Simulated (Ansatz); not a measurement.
# Find the missing element

Cell vectors (Å):

```
0.0000 3.2003 3.2003
3.2003 0.0000 3.2003
3.2003 3.2003 0.0000
```

| atom | a | b | c |
| --- | --- | --- | --- |
| Na | 0.0000 | 0.0000 | 0.0000 |
| X | 0.5000 | 0.5000 | 0.5000 |

Method: PBEsol, all-electron LAPW in Ansatz 0.2.0, scalar-relativistic. k mesh 6×6×6, strains of ±0.005, fixed occupations.

Elastic constants of a crystal by Kohn-Sham DFT: slopes of the stress over finite engineering strains of the given cell, Voigt indices, Cartesian axes as in the cell vectors.

```tsv
index	elastic (GPa)
11	36.3
12	7.6
44	6.9
```

Task: All X atoms are one element. Which one was computed?

Result: I; the crystal is NaI (Fm-3m).
